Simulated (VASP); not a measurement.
# GaN (P6_3mc) in VASP: settings compared

Aim: see how the results for GaN move with the level of theory and the settings. Levels: TPSS, PBE. Tasks: relaxation of cell and atoms, single point.

All numbers are computed with VASP 6.6.1; they aren't measurements. Logs are shortened: lines on timing, memory, paths and dates and some standing lists are left out, and cuts for length are marked.

**The experiment to reproduce.**

“Studying electronic properties in GaN without electrical contacts using γ-γ vs e−-γ Perturbed Angular Correlations”, 2019, pmc:6823545 quotes, for a bulk crystal of GaN: band gap 3.503 ± 0.005 eV (direct).

The runs below are set against these values where they give the same quantity.

## Step 1: The crystal as given

The structure is hexagonal, space group P6_3mc (No. 186). The conventional cell has a = 3.180 Å, b = 3.180 Å, c = 5.166 Å, α = 90.00°, β = 90.00°, γ = 120.00°. Ga (site symmetry 3m) is surrounded by 4 N at 1.94 to 1.95 Å. N (site symmetry 3m) has 4 Ga at 1.94 to 1.95 Å as nearest neighbours.

## Step 2: Relaxation of cell and atoms, TPSS

File INCAR:

```
SYSTEM = GaN
PREC     = Accurate       ! precision mode
ENCUT    = 600            ! plane-wave cutoff, eV
EDIFF    = 1E-6           ! SCF threshold, eV
ISMEAR   = -1             ! smearing method
SIGMA    = 0.05           ! smearing width, eV
LREAL    = .FALSE.        ! projectors in reciprocal space
LASPH    = .TRUE.         ! aspherical terms in the spheres
NELM     = 60             ! most SCF steps
ALGO     = Normal         ! electronic algorithm
ISIF     = 3              ! what is computed and relaxed
LWAVE    = .FALSE.        ! write WAVECAR
LCHARG   = .FALSE.        ! write CHGCAR
METAGGA  = TPSS           ! meta-GGA
LMIXTAU  = .TRUE.       
IBRION   = 2              ! ionic algorithm
NSW      = 60             ! ionic steps
EDIFFG   = -0.02          ! ionic threshold
```

File KPOINTS:

```
Automatic mesh
0
G
  10 10 5
  0 0 0
```

File POSCAR:

```
GaN
1.0
    3.1800000000      0.0000000000      0.0000000000
   -1.5900000000      2.7539607840      0.0000000000
    0.0000000000      0.0000000000      5.1660000000
Ga N
2 2
Direct
    0.6666666667      0.3333333333      0.5000000000
    0.3333333333      0.6666666667      0.0000000000
    0.6666666667      0.3333333333      0.8750000000
    0.3333333333      0.6666666667      0.3750000000
```

Potentials or basis: VASP PAW PBE potentials, release 64 (Ga_d, N).

On the command line:

```console
$ cat potpaw_PBE.64/Ga_d/POTCAR potpaw_PBE.64/N/POTCAR > POTCAR
$ mpirun -np 1 vasp_std > vasp.out
```

OUTCAR:

```text
SYSTEM = GaN
   PREC = Accurate
   ENCUT = 600
   EDIFF = 1E-6
   ISMEAR = -1
   LREAL = .FALSE.
   LASPH = .TRUE.
   NELM = 60
   ISIF = 3
   METAGGA = TPSS
   IBRION = 2
   NSW = 60
   EDIFFG = -0.02

 ion  position               nearest neighbor table
   1  0.667  0.333  0.500-   3 1.94   4 1.95   4 1.95   4 1.95
   2  0.333  0.667  0.000-   4 1.94   3 1.95   3 1.95   3 1.95
   3  0.667  0.333  0.875-   1 1.94   2 1.95   2 1.95   2 1.95
   4  0.333  0.667  0.375-   2 1.94   1 1.95   1 1.95   1 1.95

  LATTYP: Found a hexagonal cell.
 ALAT       =     3.1800000000
 C/A-ratio  =     1.6245283019

  Lattice vectors:

 A1 = (   3.1800000000,   0.0000000000,   0.0000000000)
 A2 = (  -1.5900000000,   2.7539607840,   0.0000000000)
 A3 = (   0.0000000000,   0.0000000000,   5.1660000000)

Analysis of symmetry for initial positions (statically):
=====================================================================
 Subroutine PRICEL returns:
 Original cell was already a primitive cell.

 Routine SETGRP: Setting up the symmetry group for a
 hexagonal supercell.

 Subroutine GETGRP returns: Found 12 space group operations
 (whereof  6 operations were pure point group operations)
 out of a pool of 24 trial point group operations.

The static configuration has the point symmetry C_3v.
 The point group associated with its full space group is C_6v.

Analysis of symmetry for dynamics (positions and initial velocities):
=====================================================================
 Subroutine PRICEL returns:
 Original cell was already a primitive cell.

 Routine SETGRP: Setting up the symmetry group for a
 hexagonal supercell.

 Subroutine GETGRP returns: Found 12 space group operations
 (whereof  6 operations were pure point group operations)
 out of a pool of 24 trial point group operations.

The dynamic configuration has the point symmetry C_3v.
 The point group associated with its full space group is C_6v.

 Subroutine INISYM returns: Found 12 space group operations
 (whereof  6 operations are pure point group operations),
 and found     1 'primitive' translations

----------------------------------------------------------------------------------------

                                     Primitive cell

  volume of cell :      45.2417

  direct lattice vectors                    reciprocal lattice vectors
     3.180000000  0.000000000  0.000000000     0.314465409  0.181556688  0.000000000
    -1.590000000  2.753960784  0.000000000     0.000000000  0.363113377  0.000000000
     0.000000000  0.000000000  5.166000000     0.000000000  0.000000000  0.193573364

  length of vectors
     3.180000000  3.180000000  5.166000000     0.363113377  0.363113377  0.193573364

  position of ions in fractional coordinates (direct lattice)
     0.666666667  0.333333333  0.500000000
     0.333333333  0.666666667  0.000000000
     0.666666667  0.333333333  0.875000000
     0.333333333  0.666666667  0.375000000

  ion indices of the primitive-cell ions
   primitive index   ion index
                 1           1
                 2           2
                 3           3
                 4           4

----------------------------------------------------------------------------------------

 KPOINTS: Automatic mesh

Automatic generation of k-mesh.
 Grid dimensions read from file:
 generate k-points for:   10   10    5

 Generating k-lattice:

  Cartesian coordinates                     Fractional coordinates (reciprocal lattice)
     0.031446541  0.018155669  0.000000000     0.100000000 -0.000000000  0.000000000
     0.000000000  0.036311338  0.000000000     0.000000000  0.100000000  0.000000000
     0.000000000  0.000000000  0.038714673     0.000000000  0.000000000  0.200000000

  Length of vectors
     0.036311338  0.036311338  0.038714673

  Shift w.r.t. Gamma in fractional coordinates (k-lattice)
     0.000000000  0.000000000  0.000000000

 Subroutine IBZKPT returns following result:
 ===========================================

 Found     42 irreducible k-points:

 Following reciprocal coordinates:
            Coordinates               Weight
  0.000000  0.000000  0.000000      1.000000
  0.100000  0.000000  0.000000      6.000000
  0.200000  0.000000  0.000000      6.000000
  0.300000  0.000000  0.000000      6.000000
  0.400000 -0.000000  0.000000      6.000000
  0.500000  0.000000  0.000000      3.000000
[... 34 lines left out ...]
  0.400000  0.200000  0.400000     12.000000
  0.300000  0.300000  0.400000     12.000000
   k-points           NKPTS =     42   k-points in BZ     NKDIM =     42   number of bands    NBANDS=     22
   number of dos      NEDOS =    301   number of ions     NIONS =      4
   total plane-waves  NPLWV =  32928
   dimension x,y,z NGX =    28 NGY =   28 NGZ =   42
   dimension x,y,z NGXF=    56 NGYF=   56 NGZF=   84
   ions per type =               2   2
   NGX,Y,Z   is equivalent  to a cutoff of  14.64, 14.64, 13.52 a.u.
   NGXF,Y,Z  is equivalent  to a cutoff of  29.28, 29.28, 27.03 a.u.
 SYSTEM =  GaN
   PREC   = accura    normal or accurate (medium, high low for compatibility)
   ISTART =      0    job   : 0-new  1-cont  2-samecut
   ICHARG =      2    charge: 1-file 2-atom 10-const
   ISPIN  =      1    spin polarized calculation?
   LNONCOLLINEAR =      F non collinear calculations
   LSORBIT =      F    spin-orbit coupling
   LASPH  =      T    aspherical Exc in radial PAW
   ENCUT  =  600.0 eV  44.10 Ry    6.64 a.u.   6.35  6.35 10.32*2*pi/ulx,y,z
   NELM   =     60;   NELMIN=  2; NELMDL= -5     # of ELM steps
   EDIFF  = 0.1E-05   stopping-criterion for ELM
   LREAL  =      F    real-space projection
   EDIFFG = -.2E-01   stopping-criterion for IOM
   NSW    =     60    number of steps for IOM
   IBRION =      2    ionic relax: 0-MD 1-quasi-New 2-CG
   NFREE  =      1    steps in history (QN), initial steepest desc. (CG)
   ISIF   =      3    stress and relaxation
   ISYM   =      2    0-nonsym 1-usesym 2-fastsym
   POTIM  = 0.5000    time-step for ionic-motion
   TEBEG  =    0.0;   TEEND  =   0.0 temperature during run
   PSTRESS=    0.0 pullay stress
   NELECT =      36.0000    total number of electrons
   NUPDOWN=      -1.0000    fix difference up-down
   EMIN   =  10.00;   EMAX   =-10.00  energy-range for DOS
   EFERMI =   0.00;   METHOD = LEGACY
   ISMEAR =    -1;   SIGMA  =   0.05  broadening in eV -4-tet -1-fermi 0-gaus
   EFERMI_NEDOS =   21; number of points for ismear=-14 and -15
   IALGO  =     38    algorithm
   IMIX   =      4    mixing-type and parameters
     AMIX     =   0.40;   BMIX     =  1.00
     AMIX_MAG =   1.60;   BMIX_MAG =  1.00
  volume/ion in A,a.u.               =      11.31        76.33
  Fermi-wavevector in a.u.,A,eV,Ry     =   1.517036  2.866782 31.312427  2.301398
  Thomas-Fermi vector in A             =   2.626345
   LORBIT       =      0    0 simple, 1 ext, 2 COOP (PROOUT), +10 PAW based schemes
   METAGGA = TPSS    functional components
   LHFCALC =     F    Hartree Fock is set to
   AEXX    =    0.0000 exact exchange contribution
   IVDW    =     0    specifies the selected vdW correction
   LEPSILON=     F    determine dielectric tensor
   LRPA    =     F    only Hartree local field effects (RPA)
 conjugate gradient relaxation of ions
 non-spin polarized calculation
  energy-cutoff  :      600.00
  volume of cell :       45.24
 maximum number of plane-waves:      1524
 NGX is ok and might be reduce to    28
   NGX = 13   NGY = 13   NGZ = 21

--------------------------------------- Ionic step        1  -------------------------------------------

 number of electron      35.9999995 magnetization

 Free energy of the ion-electron system (eV)
  ---------------------------------------------------
  ext. energy  EPLUGINS =         0.00000000
  ---------------------------------------------------
  free energy    TOTEN  =       -44.04078972 eV

  energy without entropy =      -44.04078972  energy(sigma->0) =      -44.04078972

------------------------ aborting loop because EDIFF is reached ----------------------------------------

  FORCE on cell =-STRESS in cart. coord.  units (eV):
  Direction    XX          YY          ZZ          XY          YZ          ZX
  --------------------------------------------------------------------------------------
  -------------------------------------------------------------------------------------
  Total        1.1616835      1.1616835      1.7149889      0.0000000      0.0000000      0.0000000
  in kB       41.1395106     41.1395106     60.7341034      0.0000000      0.0000000      0.0000000
  external PRESSURE =      47.6710415 kB  Pullay stress =       0.0000000 kB

 VOLUME and BASIS-vectors are now :
 -----------------------------------------------------------------------------
  energy-cutoff  :      600.00
  volume of cell :       45.24
      direct lattice vectors                 reciprocal lattice vectors
     3.180000000  0.000000000  0.000000000     0.314465409  0.181556688  0.000000000
    -1.590000000  2.753960784  0.000000000     0.000000000  0.363113377  0.000000000
     0.000000000  0.000000000  5.166000000     0.000000000  0.000000000  0.193573364
[... 39 lines left out ...]
 POSITION                                       TOTAL-FORCE (eV/Angst)
 -----------------------------------------------------------------------------------
      1.61228      0.93085      2.62951        -0.000000     -0.000000      0.080395
     -0.00000      1.86170      5.26593        -0.000000      0.000000      0.080395
      1.61228      0.93085      4.62067         0.000000      0.000000     -0.080395
     -0.00000      1.86170      1.98424         0.000000     -0.000000     -0.080395
 -----------------------------------------------------------------------------------
    total drift:                                0.000001      0.000001      0.029819

  FREE ENERGIE OF THE ION-ELECTRON SYSTEM (eV)
  ---------------------------------------------------
  free  energy   TOTEN  =       -44.0429639992 eV

  energy  without entropy=      -44.0429639974  energy(sigma->0) =      -44.04296400

--------------------------------------- Ionic step        3  -------------------------------------------

 number of electron      36.0000000 magnetization

 Free energy of the ion-electron system (eV)
  ---------------------------------------------------
  ext. energy  EPLUGINS =         0.00000000
  ---------------------------------------------------
  free energy    TOTEN  =       -44.05871278 eV

  energy without entropy =      -44.05871278  energy(sigma->0) =      -44.05871278

 E-fermi :   6.0025     XC(G=0): -12.1218

 val. band max:        5.0975894644   @ k =   0.0000   0.0000   0.0000
 cond. band min:       6.8451984825   @ k =   0.0000   0.0000   0.0000
 fundamental gap:      1.7476090181
 Fermi energy:         6.0024922694

 k-point     1 :       0.0000    0.0000    0.0000
  band No.  band energies     occupation
      1     -11.1616      2.00000
      2     -10.1894      2.00000
      3      -8.3709      2.00000
      4      -8.3553      2.00000
      5      -8.3553      2.00000
      6      -8.2935      2.00000
[... 14 lines left out ...]
     21      14.2534      0.00000
     22      15.1569      0.00000
[... 952 lines left out ...]
  band No.  band energies     occupation
      1     -10.0839      2.00000
      2     -10.0258      2.00000
      3      -8.2688      2.00000
      4      -8.2555      2.00000
      5      -8.2288      2.00000
      6      -8.1835      2.00000
[... 14 lines left out ...]
     21      12.8963      0.00000
     22      13.4141      0.00000

 [... further k-points ...]

------------------------ aborting loop because EDIFF is reached ----------------------------------------

  FORCE on cell =-STRESS in cart. coord.  units (eV):
  Direction    XX          YY          ZZ          XY          YZ          ZX
  --------------------------------------------------------------------------------------
  -------------------------------------------------------------------------------------
  Total        0.0183395      0.0183395     -0.0732089      0.0000000      0.0000000      0.0000000
  in kB        0.6336654      0.6336654     -2.5295052      0.0000000      0.0000000      0.0000000
  external PRESSURE =      -0.4207248 kB  Pullay stress =       0.0000000 kB

 VOLUME and BASIS-vectors are now :
 -----------------------------------------------------------------------------
  energy-cutoff  :      600.00
  volume of cell :       46.37
      direct lattice vectors                 reciprocal lattice vectors
     3.202633768  0.000000000  0.000000000     0.312243008  0.180273584  0.000000000
    -1.601316884  2.773562202  0.000000000     0.000000000  0.360547169  0.000000000
     0.000000000  0.000000000  5.220282226     0.000000000 -0.000000000  0.191560524

 POSITION                                       TOTAL-FORCE (eV/Angst)
 -----------------------------------------------------------------------------------
      1.60132      0.92452      2.60659         0.000000      0.000000     -0.010938
     -0.00000      1.84904      5.21673        -0.000000     -0.000000     -0.010938
      1.60132      0.92452      4.57130        -0.000000      0.000000      0.010938
     -0.00000      1.84904      1.96115        -0.000000      0.000000      0.010938
 -----------------------------------------------------------------------------------
    total drift:                                0.000000      0.000001      0.026386

  FREE ENERGIE OF THE ION-ELECTRON SYSTEM (eV)
  ---------------------------------------------------
  free  energy   TOTEN  =       -44.0587127781 eV

  energy  without entropy=      -44.0587127777  energy(sigma->0) =      -44.05871278

 reached required accuracy - stopping structural energy minimisation
```

Wall time 6.8 min (1 thread of Intel Xeon Platinum 8559C (Emerald Rapids), shared host); peak memory 0.22 GiB.

Results:

```yaml
Free_energy: -44.0587 eV
Relaxed_volume: 11.59 Å³/atom
Relaxed_cell: a = 3.203 Å, b = 3.203 Å, c = 5.220 Å, α = 90.00°, β = 90.00°, γ = 120.00°
Space_group_after_relaxing_to_0.05_Å: P6_3mc (No. 186)
Energy_gained_by_relaxing: 4.5 meV/atom
Ionic_steps: 3
Pressure_after_relaxing: 0.0 GPa
Largest_force_after_relaxing: 0.011 eV/Å
Band_gap_on_the_k_mesh: 1.75 eV, direct
```

Forces in eV/Å, atoms in the order of the input:
```
Ga   0.000  0.000 -0.011
Ga   0.000  0.000 -0.011
N    0.000  0.000  0.011
N    0.000  0.000  0.011
```

Stress tensor (GPa, compression positive):
```
 0.06  0.00  0.00
 0.00  0.06  0.00
 0.00  0.00 -0.25
```

The path:
```
step  energy change (eV)  largest force (eV/Å)  pressure (GPa)  volume (Å³)
   1              0.0000                0.1405            4.77        45.24
   2             -0.0022                0.0804           -4.05        47.48
   3             -0.0179                0.0109           -0.04        46.37
```

Final structure:
```
Ga N
1.0
     3.20263    0.00000    0.00000
    -1.60132    2.77356    0.00000
     0.00000    0.00000    5.22028
Ga N
2 2
Direct
  0.66667 0.33333 0.49932
  0.33333 0.66667 0.99932
  0.66667 0.33333 0.87568
  0.33333 0.66667 0.37568
```

Caveat: the PAW data sets were made with another functional, which shifts forces and pressure a little. Zero-point motion and thermal expansion aren't in these numbers.

## Step 3: Single point, PBE

File INCAR:

```
  ALGO = Normal
  EDIFF = 1E-7
  ENCUT = 520
  GGA = PE
  ISIF = 2
  ISMEAR = 0
  LASPH = T
  LCHARG = F
  LREAL = F
  LWAVE = F
  NELM = 100
  PREC = Accurate
  SIGMA = 0.03
```

File KPOINTS:

```
k-points
0
Gamma
  10 10 5
```

POSCAR is that of step 2.

Potentials or basis: VASP PAW PBE potentials, release 64 (Ga_d, N).

On the command line:

```console
$ cat potpaw_PBE.64/Ga_d/POTCAR potpaw_PBE.64/N/POTCAR > POTCAR
$ mpirun -np 1 vasp_std > vasp.out
```

Wall time 30 s (1 thread of AMD EPYC 9R45 (Zen 5), shared host); peak memory 0.15 GiB.

It converged, with:

```
Free energy            : -24.2850 eV
Pressure               : 7.3 GPa
Largest force          : 0.135 eV/Å
Band gap on the k mesh : 1.97 eV, direct
```

Forces on the atoms (eV/Å):
```
Ga   0.000  0.000 -0.135
Ga   0.000  0.000 -0.135
N    0.000  0.000  0.135
N    0.000  0.000  0.135
```

Stress tensor (GPa, compression positive):
```
6.60 0.00 0.00
0.00 6.60 0.00
0.00 0.00 8.77
```

Levels at points of the mesh, in eV from the valence-band top:
```tsv
k point	band 16	band 17	band 18	band 19	band 20	band 21
(0.00, 0.00, 0.00)	-0.06	0.00	0.00	1.97	4.30	9.26
(0.50, 0.00, 0.00)	-2.78	-2.26	-0.99	5.08	5.61	6.08
```

## Step 4: Comparison with measurements

Step 3. Against the measured gap of GaN, 3.503 eV (direct; quoted in “Studying electronic properties in GaN without electrical contacts using γ-γ vs e−-γ Perturbed Angular Correlations”, 2019, pmc:6823545), the calculated 1.97 eV is off by -1.53 eV. Spin-orbit coupling on Ga is left out. The value is that of PBE, without temperature or zero-point motion. Semilocal functionals fall short of measured gaps as a rule.
